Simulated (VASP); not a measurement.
WSe2 (distorted fluorite), PBE single-point calculation: VASP's output and Ansatz's

POSCAR

```
W  Se
 1.0000000000000000
    -0.0297000000000000    2.9961000000000002    3.1095999999999999
     2.9939000000000000    0.0093000000000000    3.0706000000000002
     3.0282000000000000    2.9914999999999998   -0.0250000000000000
 W   Se
   1   2
Cartesian
 -0.0161928200000000  2.9643780900000003  3.0882873199999996
  1.5553187700000000  1.4998609899999999  1.5354042600000002
  4.5593586500000001  4.4754698199999998  4.5551659000000004
```

VASP ran with the recommended PBE PAW datasets (26 valence electrons in the cell).

From OUTCAR

```
k-points           NKPTS =    112   k-points in BZ     NKDIM =    112   number of bands    NBANDS=     20

   NELECT =      26.0000    total number of electrons

   dimension x,y,z NGX =    32 NGY =   32 NGZ =   32
   dimension x,y,z NGXF=    64 NGYF=   64 NGZF=   64

  energy-cutoff  :      520.00
  volume of cell :       56.12
      direct lattice vectors                 reciprocal lattice vectors
    -0.029700000  2.996100000  3.109600000    -0.163687346  0.167025018  0.159092755
     2.993900000  0.009300000  3.070600000     0.167096874 -0.167782515  0.163254428
     3.028200000  2.991500000 -0.025000000     0.163419574  0.167520215 -0.159844917

 k-points in reciprocal lattice and weights: KPOINTS created by Atomic Simulation Env
   0.00000000  0.00000000  0.00000000       0.005
   0.16666667 -0.00000000 -0.00000000       0.009
   0.33333333 -0.00000000 -0.00000000       0.009
   0.50000000 -0.00000000 -0.00000000       0.005
   0.00000000  0.16666667  0.00000000       0.009
   0.16666667  0.16666667  0.00000000       0.009
   0.33333333  0.16666667 -0.00000000       0.009
   0.50000000  0.16666667 -0.00000000       0.009
   ...

 E-fermi :   7.4607

 k-point     1 :       0.0000    0.0000    0.0000
  band No.  band energies     occupation
      1     -66.5907      2.00000
      2     -30.8477      2.00000
      3     -30.8330      2.00000
      4     -30.8094      2.00000
      5      -8.6122      2.00000
      6      -3.9150      2.00000
      7       1.1720      2.00000
      8       1.2968      2.00000
      9       1.4410      2.00000
     10       6.3386      2.00000
     11       6.5392      2.00000
     12       6.6453      2.00000
     13       7.2243      1.99999
     14       7.3959      1.92456
     15      11.4707      0.00000
     16      11.7782      0.00000
     17      11.8978      0.00000
     18      11.9976      0.00000
     19      12.1604      0.00000
     20      12.2524      0.00000

 k-point     2 :       0.1667   -0.0000   -0.0000
  band No.  band energies     occupation
      1     -66.5906      2.00000
      2     -30.8498      2.00000
      3     -30.8340      2.00000
      4     -30.8136      2.00000
      5      -8.3315      2.00000
      6      -4.4613      2.00000
      7       1.4634      2.00000
      8       1.5936      2.00000
      9       2.1082      2.00000
     10       5.2710      2.00000
     11       5.5258      2.00000
     12       5.8135      2.00000
     13       7.6733      0.00005
     14       7.9886      0.00000
     15       9.8089      0.00000
     16      11.0753      0.00000
     17      11.2144      0.00000
     18      13.1094      0.00000
     19      13.2879      0.00000
     20      13.5369      0.00000

 k-point     3 :       0.3333   -0.0000   -0.0000
  band No.  band energies     occupation
      1     -66.5905      2.00000
      2     -30.8548      2.00000
      3     -30.8361      2.00000
      4     -30.8208      2.00000
      5      -7.5782      2.00000
      6      -5.4799      2.00000
      7       1.9906      2.00000
      8       2.0729      2.00000
      9       3.3556      2.00000
     10       4.0361      2.00000
     11       4.4936      2.00000
     12       4.6619      2.00000
     13       7.4226      1.74109
     14       7.4821      0.51034
     15       8.9864      0.00000
     16      11.5177      0.00000
     17      11.5880      0.00000
     18      13.8087      0.00000
     19      14.9191      0.00000
     20      15.1799      0.00000

 k-point     4 :       0.5000   -0.0000   -0.0000
  band No.  band energies     occupation
      1     -66.5904      2.00000
      2     -30.8578      2.00000
      3     -30.8373      2.00000
      4     -30.8238      2.00000
      5      -6.7302      2.00000
      6      -6.3755      2.00000
      7       2.3160      2.00000
      8       2.3691      2.00000
      9       2.8951      2.00000
     10       4.1358      2.00000
     11       4.3359      2.00000
     12       4.4121      2.00000
     13       6.9558      2.00000
     14       7.0068      2.00000
     15       9.1242      0.00000
     16      11.8716      0.00000
     17      11.9780      0.00000
     18      13.9742      0.00000
     19      15.0830      0.00000
     20      16.1299      0.00000

 ...

  Total        3.6137497      3.8507425      2.4128839     -0.5804423     -0.0614494      0.0885593
  in kB      103.1716820    109.9377703     68.8872542    -16.5714884     -1.7543649      2.5283470
  external PRESSURE =      93.9989022 kB  Pullay stress =       0.0000000 kB

 POSITION                                       TOTAL-FORCE (eV/Angst)
 -----------------------------------------------------------------------------------
     -0.01619      2.96438      3.08829         0.187939      0.058799      0.012108
      1.55532      1.49986      1.53540        -0.108494      0.043108     -0.254505
      4.55936      4.47547      4.55517        -0.079445     -0.101907      0.242398
 -----------------------------------------------------------------------------------
    total drift:                                0.000091     -0.000084     -0.000004

  FREE ENERGIE OF THE ION-ELECTRON SYSTEM (eV)
  ---------------------------------------------------
  free  energy   TOTEN  =       -19.0722564144 eV

  energy  without entropy=      -19.0665976674  energy(sigma->0) =      -19.06942704
```

Each program uses its own PAW datasets. VASP's cell holds 26 valence electrons and Ansatz's 46. Ansatz's stress includes a Pulay correction; VASP's doesn't.

**Question.** What does Ansatz give for the same cell and level of theory?

**Answer.** gap between bands v and c on the k mesh -0.79 eV (bands overlap: a metal); least direct gap on the k mesh 0.02 eV; pressure 9.1 GPa; largest force 0.28 eV/Å.

Ansatz printed

```
SCF 1 converged in 7 iterations: F = -21322.104965 eV  dr2 = 6.87e-8
  greatest PAW one-centre occupation: 1.000 electrons in one spin orbital (limit 2), on the Se atom at site 2 (counted from 0), in its partial waves of l = 2
SCF converged after 7 iterations
Free energy (F): -21322.104965 eV
Harris-Foulkes:  -21322.104965 eV  (|F-HF|=4.40e-9)
Internal energy: -21322.099332 eV  (E = F + TS)
E sigma→0 (E₀):  -21322.102148 eV
Entropy (-TS):   -0.005633 eV (-1.878 meV/atom)
Fermi energy:    14.708811 eV
--- Per-component energies (eV) ---
  E_band       = -769.371440
  E_kinetic    = 692.434424
  E_local      = -5067.461014  (includes V_loc(G=0)·N_el)
  E_nonlocal   = -1187.120709
  E_hartree    = 2460.011524
  E_xc         = -476.794063
  E_vxc        = -437.319580  (∫ρ·V_xc dr)
  E_paw        = -12386.854951  (= ΣΔE_a)
  E_vpaw       = 310.080953  (= ΣTr[D̂ρ^β])
  E_aug_tail   = -0.001245  (compensation charges beyond the density's cutoff)
  E_ewald      = -5356.313299
  E_smearing   = -0.005633  (= −TS)
  E_closure    = 0.000000  (closes the sum)
  Σ components = -21322.104965   (vs F -21322.104965, Δ=0.00e0)
--- Forces (eV/Å), atoms counted from 1 ---
  atom   1  W      0.18295265     0.05692975     0.01312611
  atom   2  Se    -0.10589832     0.04183186    -0.25262062
  atom   3  Se    -0.07703270    -0.09875347     0.23949439
  max |Σ_I F_I| component: 2.16e-5 eV/Å
--- Stress (GPa, compression-positive) ---
       10.040404      -1.638611       0.248640
       -1.638610      10.717679      -0.173664
        0.248640      -0.173664       6.582143
  P = ⅓ Tr σ = 9.1134 GPa (91.134 kbar)
--- Band table (eV; the first three rows and the last of 112) ---
  k-point 0: bands = ["-59.2645", "-33.5405", "-33.5373", "-33.5317", "-33.5306", "-33.5247", "-33.5222", "-33.5196", "-33.5185", "-33.5138", "-33.5056", "-23.5607", "-23.5456", "-23.5234", "-1.3667", "3.3258", "8.4212", "8.5461", "8.6897", "13.5876", "13.7880", "13.8933", "14.4721", "14.6432", "18.7317", "19.0399", "19.1585"]
  k-point 1: bands = ["-59.2644", "-33.5393", "-33.5366", "-33.5312", "-33.5307", "-33.5251", "-33.5226", "-33.5190", "-33.5188", "-33.5141", "-33.5066", "-23.5633", "-23.5498", "-23.5245", "-1.0931", "2.7918", "8.6451", "8.8206", "9.3772", "12.5514", "12.8331", "13.1610", "14.9522", "15.0891", "16.9487", "18.4718", "18.6059"]
  k-point 2: bands = ["-59.2643", "-33.5361", "-33.5350", "-33.5313", "-33.5298", "-33.5264", "-33.5248", "-33.5184", "-33.5168", "-33.5150", "-33.5093", "-23.5708", "-23.5558", "-23.5265", "-0.3657", "1.7954", "9.1526", "9.1828", "10.6518", "11.3625", "11.9190", "11.9376", "14.6387", "14.7516", "16.1488", "18.8174", "19.0103"]
  k-point 111: bands = ["-59.2643", "-33.5346", "-33.5330", "-33.5312", "-33.5300", "-33.5278", "-33.5260", "-33.5176", "-33.5159", "-33.5139", "-33.5121", "-23.5793", "-23.5557", "-23.5278", "0.3450", "1.0774", "9.3073", "9.4974", "10.3138", "11.3753", "11.5510", "11.7480", "14.2362", "14.3286", "16.4882", "19.1214", "19.2643"]
```
